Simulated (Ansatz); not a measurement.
**Beta-Sn (white tin) under PBE: convergence with the plane-wave cutoff**

Aim: find which plane-wave cutoff is enough for energy and pressure. The geometry was relaxed under PBE beforehand and stays fixed; 9 values are run, from 150 to 800 eV. Wanted are the values from which on the energy stays within 10 and 1 meV/atom, and the pressure within 0.5 GPa, of the last run. Within the series other settings stay, but some runs also write fields, which adds to their time. Spin polarisation is left out.

Computed with Ansatz 0.2.0 (DFT PBE, plane waves with PAW, scalar-relativistic, unless a step says otherwise).

### Step 1. The system as given

Symmetry: I4_1/amd, No. 141, tetragonal system. Conventional cell: a = 5.956 Å, b = 5.956 Å, c = 3.206 Å, α = 90.00°, β = 90.00°, γ = 90.00°. Sn (site symmetry -4m2) is surrounded by 6 Sn at 3.08 to 3.21 Å.

As a file:

```xyz
2
Lattice="-2.9773 2.9790 1.6031 2.9790 -2.9773 1.6031 2.9771 2.9771 -1.6000" Properties=species:S:1:pos:R:3 pbc="T T T"
Sn    2.9789   -2.9772    1.6031
Sn    0.0004    2.9783    0.8031
```

### Step 2. A run at the usual settings, for scale

input.yaml

```yaml
crystal:
  lattice:
    - [-2.9773321013, 2.9790067394, 1.6030901642]
    - [2.9790067394, -2.9773321013, 1.6030901642]
    - [2.9770686044, 2.9770686044, -1.600020461]
  atoms:
    - { symbol: Sn, position: [2.31878e-05, 0.9999768122, 0.0] }
    - { symbol: Sn, position: [0.7499768122, 0.2500231878, 0.5] }
hamiltonian:
  xc: pbe
  pseudopotentials:
    kind: paw
    azcp:
      Sn: "pseudopotentials/Sn.paw.azcp"
basis:
  ecutwfc: 420
  fft_grid_basis: typed
kpoints:
  mp_grid: { grid: [18, 18, 12], shift: [0, 0, 0] }
magnetization:
  spin_polarized: false
scf:
  occupations: { method: fermi_dirac, width: 0.1 }
  lower_state_search: "off"
output:
  stress: true
```

The run is started by

```console
$ ansatz run input.yaml --threads 1 --pin off --max-ram 3584MiB --backend cpu --events-out ev --progress --plain --runs-dir out
```

The program printed (excerpt; [...] marks lines left out):

```text
[...]
Pseudopotentials: kind: paw
Pseudopotential: Sn, paw, valence charge 14, recommended cutoff 420 eV (normal), <dir>
Functional definition: PBE
[...]
Crystal: 2 atoms, lattice volume = 56.869 Å³
Basis set: ecut = 420 eV, 1113 PW (Γ)
Bands: 18, of which v1, the nominal top of the filled ones, is band 14 counted from 1 (13 counted from 0)
Symmetry: 4 space group operations
Space group: C2/c (ITA 15), of the structure as read, at distance tolerance 3.8e-5 Å
k-points: 1037 of 3888
[...]
SCF iter   1: F=—  HF=-12048.359103 eV  |F-HF|=—  |Δ(HF+E_count)|=         —  Δρ=8.65e-4  dr2=2.53e-4  ethr=1.77e-3  ⟨swp⟩=5.5  Hψ=93069  notcnv=0
[...]
SCF iter   6: F=-12048.357919 eV  HF=-12048.357919 eV  |F-HF|=9.33e-10  |Δ(HF+E_count)|=   6.14e-8  Δρ=2.68e-6  dr2=2.48e-9  ethr=3.57e-10  ⟨swp⟩=4.9  Hψ=68903  notcnv=0
[...]
SCF converged after 6 iterations
Free energy (F): -12048.357919 eV
[...]
E sigma→0 (E₀):  -12048.340489 eV
Entropy (-TS):   -0.034859 eV (-17.430 meV/atom)
Fermi energy:    10.043658 eV
[...]
--- Stress (GPa, compression-positive) ---
       -0.135492      -0.007900      -0.009618
       -0.007900      -0.135492      -0.009618
       -0.009618      -0.009618       0.259892
  P = ⅓ Tr σ = -0.0037 GPa (-0.037 kbar)
```

Wall time 55 s (1 thread of Intel Xeon Platinum 8259CL at 2.50GHz (Skylake/Cascade Lake), shared host); peak memory 1.2 GiB.

### Step 3. Cutoff 150 eV

The run at 150 eV.

input.yaml, as its differences from that of step 2:

```diff
@@ -15,6 +15,6 @@
 basis:
-  ecutwfc: 420
+  ecutwfc: 150
   fft_grid_basis: typed
 kpoints:
-  mp_grid: { grid: [18, 18, 12], shift: [0, 0, 0] }
+  mp_grid: { grid: [11, 11, 8], shift: [0, 0, 0] }
 magnetization:
@@ -26 +26,5 @@
   stress: true
+  write_density: true
+  write_potential: true
+  elf: true
+  volumetric_format: npy
```

The run is started by

```console
$ ansatz run input.yaml --threads 1 --pin off --max-ram 3584MiB --backend cpu --events-out ev --progress --plain --runs-dir out
```

The program printed (excerpt; [...] marks lines left out):

```text
Warning: basis.ecutwfc = 150 eV is below the records' recommended 420 eV, and the density's cutoff is lower with it unless basis.ecutrho_ratio is high enough to keep the records' density cutoff: compare with a run at a higher cutoff
Warning: basis.ecutrho_ratio 4 (ecutrho = 600 eV, dense FFT grid 20×20×18): the grid does not resolve the core-correction charge of Sn (measure 0.28 e/Å^2.5); warned from 0.08. The energy and each atom's force then go with where the atoms sit on the grid: on a 12-atom cubic HfO2 cell [...]
Pseudopotentials: kind: paw
Pseudopotential: Sn, paw, valence charge 14, recommended cutoff 420 eV (normal), <dir>
Functional definition: PBE
[...]
Crystal: 2 atoms, lattice volume = 56.869 Å³
Basis set: ecut = 150 eV, 243 PW (Γ)
Bands: 18, of which v1, the nominal top of the filled ones, is band 14 counted from 1 (13 counted from 0)
Symmetry: 4 space group operations
Space group: C2/c (ITA 15), of the structure as read, at distance tolerance 3.8e-5 Å
k-points: 270 of 968
[...]
SCF iter   1: F=—  HF=-11980.863057 eV  |F-HF|=—  |Δ(HF+E_count)|=         —  Δρ=2.27e-1  dr2=1.64e1  ethr=1.77e-3  ⟨swp⟩=4.1  Hψ=19995  notcnv=0
[...]
SCF iter   7: F=-11968.230479 eV  HF=-11968.230479 eV  |F-HF|=3.87e-9  |Δ(HF+E_count)|=   3.87e-8  Δρ=3.36e-6  dr2=5.92e-9  ethr=3.57e-10  ⟨swp⟩=5.4  Hψ=27331  notcnv=0
[...]
SCF converged after 7 iterations
Free energy (F): -11968.230479 eV
[...]
E sigma→0 (E₀):  -11968.212925 eV
Entropy (-TS):   -0.035108 eV (-17.554 meV/atom)
Fermi energy:    10.090381 eV
[...]
--- Stress (GPa, compression-positive) ---
        6.946289       0.969550      -0.317078
        0.969550       6.946289      -0.317078
       -0.317078      -0.317078     -11.882240
  P = ⅓ Tr σ = 0.6701 GPa (6.701 kbar)
--- Band table (eV; the first three rows and the last of 270) ---
  k-point 0: bands = ["-16.5784", "-15.8578", "-15.7460", "-15.7448", "-15.4251", "-14.1792", "-13.7364", "-13.7355", "-12.9448", "-12.0815", "-1.2318", "4.8415", "8.2918", "8.2935", "13.3481", "16.1032", "16.1044", "16.8135"]
[...]
```

Wall time 7.8 s (1 thread of Intel Xeon Platinum 8259CL at 2.50GHz (Skylake/Cascade Lake), shared host); peak memory 0.53 GiB.

### Step 4. Cutoff 200 eV

The run at 200 eV.

input.yaml, as its differences from that of step 3:

```diff
@@ -15,3 +15,3 @@
 basis:
-  ecutwfc: 150
+  ecutwfc: 200
   fft_grid_basis: typed
@@ -26,5 +26 @@
   stress: true
-  write_density: true
-  write_potential: true
-  elf: true
-  volumetric_format: npy
```

The run is started by

```console
$ ansatz run input.yaml --threads 1 --pin off --max-ram 3584MiB --backend cpu --events-out ev --progress --plain --runs-dir out
```

The program printed (excerpt; [...] marks lines left out):

```text
Warning: basis.ecutwfc = 200 eV is below the records' recommended 420 eV, and the density's cutoff is lower with it unless basis.ecutrho_ratio is high enough to keep the records' density cutoff: compare with a run at a higher cutoff
[...]
Pseudopotentials: kind: paw
Pseudopotential: Sn, paw, valence charge 14, recommended cutoff 420 eV (normal), <dir>
Functional definition: PBE
[...]
Crystal: 2 atoms, lattice volume = 56.869 Å³
Basis set: ecut = 200 eV, 351 PW (Γ)
Bands: 18, of which v1, the nominal top of the filled ones, is band 14 counted from 1 (13 counted from 0)
Symmetry: 4 space group operations
Space group: C2/c (ITA 15), of the structure as read, at distance tolerance 3.8e-5 Å
k-points: 270 of 968
[...]
SCF iter   1: F=—  HF=-12038.744672 eV  |F-HF|=—  |Δ(HF+E_count)|=         —  Δρ=5.08e-2  dr2=6.77e-1  ethr=1.77e-3  ⟨swp⟩=5.0  Hψ=20675  notcnv=0
[...]
SCF iter   7: F=-12038.157698 eV  HF=-12038.157698 eV  |F-HF|=1.44e-9  |Δ(HF+E_count)|=   1.22e-7  Δρ=5.26e-6  dr2=2.37e-8  ethr=3.57e-10  ⟨swp⟩=4.0  Hψ=14642  notcnv=0
[...]
SCF converged after 7 iterations
Free energy (F): -12038.157698 eV
[...]
E sigma→0 (E₀):  -12038.142054 eV
Entropy (-TS):   -0.031288 eV (-15.644 meV/atom)
Fermi energy:    10.123448 eV
[...]
--- Stress (GPa, compression-positive) ---
        1.505715      -0.001929      -0.010508
       -0.001929       1.505715      -0.010508
       -0.010508      -0.010508       0.983158
  P = ⅓ Tr σ = 1.3315 GPa (13.315 kbar)
```

Wall time 6.2 s (1 thread of Intel Xeon Platinum 8259CL at 2.50GHz (Skylake/Cascade Lake), shared host); peak memory 0.55 GiB.

### Step 5. Cutoff 250 eV

The run at 250 eV.

input.yaml, as its differences from that of step 4:

```diff
@@ -15,3 +15,3 @@
 basis:
-  ecutwfc: 200
+  ecutwfc: 250
   fft_grid_basis: typed
```

The run is started by

```console
$ ansatz run input.yaml --threads 1 --pin off --max-ram 3584MiB --backend cpu --events-out ev --progress --plain --runs-dir out
```

The program printed (excerpt; [...] marks lines left out):

```text
Warning: basis.ecutwfc = 250 eV is below the records' recommended 420 eV, and the density's cutoff is lower with it unless basis.ecutrho_ratio is high enough to keep the records' density cutoff: compare with a run at a higher cutoff
[...]
Pseudopotentials: kind: paw
Pseudopotential: Sn, paw, valence charge 14, recommended cutoff 420 eV (normal), <dir>
Functional definition: PBE
[...]
Crystal: 2 atoms, lattice volume = 56.869 Å³
Basis set: ecut = 250 eV, 509 PW (Γ)
Bands: 18, of which v1, the nominal top of the filled ones, is band 14 counted from 1 (13 counted from 0)
Symmetry: 4 space group operations
Space group: C2/c (ITA 15), of the structure as read, at distance tolerance 3.8e-5 Å
k-points: 270 of 968
[...]
SCF iter   1: F=—  HF=-12047.349659 eV  |F-HF|=—  |Δ(HF+E_count)|=         —  Δρ=1.03e-2  dr2=2.28e-2  ethr=1.77e-3  ⟨swp⟩=5.4  Hψ=21555  notcnv=0
[...]
SCF iter   6: F=-12047.331165 eV  HF=-12047.331165 eV  |F-HF|=8.52e-9  |Δ(HF+E_count)|=   1.71e-7  Δρ=6.77e-6  dr2=3.25e-8  ethr=3.57e-10  ⟨swp⟩=4.1  Hψ=14706  notcnv=0
[...]
SCF converged after 6 iterations
Free energy (F): -12047.331165 eV
[...]
E sigma→0 (E₀):  -12047.316118 eV
Entropy (-TS):   -0.030095 eV (-15.048 meV/atom)
Fermi energy:    10.050581 eV
[...]
--- Stress (GPa, compression-positive) ---
        0.792297       0.001109      -0.002749
        0.001109       0.792297      -0.002749
       -0.002749      -0.002749       0.517656
  P = ⅓ Tr σ = 0.7007 GPa (7.007 kbar)
```

Wall time 9.1 s (1 thread of Intel Xeon Platinum 8259CL at 2.50GHz (Skylake/Cascade Lake), shared host); peak memory 0.57 GiB.

### Step 6. Cutoff 300 eV

The run at 300 eV.

input.yaml, as its differences from that of step 5:

```diff
@@ -15,3 +15,3 @@
 basis:
-  ecutwfc: 250
+  ecutwfc: 300
   fft_grid_basis: typed
```

The run is started by

```console
$ ansatz run input.yaml --threads 1 --pin off --max-ram 3584MiB --backend cpu --events-out ev --progress --plain --runs-dir out
```

The program printed (excerpt; [...] marks lines left out):

```text
Warning: basis.ecutwfc = 300 eV is below the records' recommended 420 eV, and the density's cutoff is lower with it unless basis.ecutrho_ratio is high enough to keep the records' density cutoff: compare with a run at a higher cutoff
[...]
Pseudopotentials: kind: paw
Pseudopotential: Sn, paw, valence charge 14, recommended cutoff 420 eV (normal), <dir>
Functional definition: PBE
[...]
Crystal: 2 atoms, lattice volume = 56.869 Å³
Basis set: ecut = 300 eV, 673 PW (Γ)
Bands: 18, of which v1, the nominal top of the filled ones, is band 14 counted from 1 (13 counted from 0)
Symmetry: 4 space group operations
Space group: C2/c (ITA 15), of the structure as read, at distance tolerance 3.8e-5 Å
k-points: 270 of 968
[...]
SCF iter   1: F=—  HF=-12048.295808 eV  |F-HF|=—  |Δ(HF+E_count)|=         —  Δρ=1.51e-3  dr2=5.49e-4  ethr=1.77e-3  ⟨swp⟩=5.8  Hψ=23282  notcnv=0
[...]
SCF iter   7: F=-12048.294300 eV  HF=-12048.294300 eV  |F-HF|=3.08e-8  |Δ(HF+E_count)|=   3.67e-7  Δρ=7.37e-6  dr2=2.47e-8  ethr=3.57e-10  ⟨swp⟩=3.0  Hψ=19323  notcnv=0
[...]
SCF converged after 7 iterations
Free energy (F): -12048.294300 eV
[...]
E sigma→0 (E₀):  -12048.279235 eV
Entropy (-TS):   -0.030131 eV (-15.066 meV/atom)
Fermi energy:    10.028082 eV
[...]
--- Stress (GPa, compression-positive) ---
        0.027209       0.002060       0.000436
        0.002060       0.027209       0.000436
        0.000436       0.000436      -0.052775
  P = ⅓ Tr σ = 0.0005 GPa (0.005 kbar)
```

It took 11 s on 1 thread of Intel Xeon Platinum 8259CL at 2.50GHz (Skylake/Cascade Lake), shared host; peak memory 0.6 GiB.

[end of part 1 of 2]
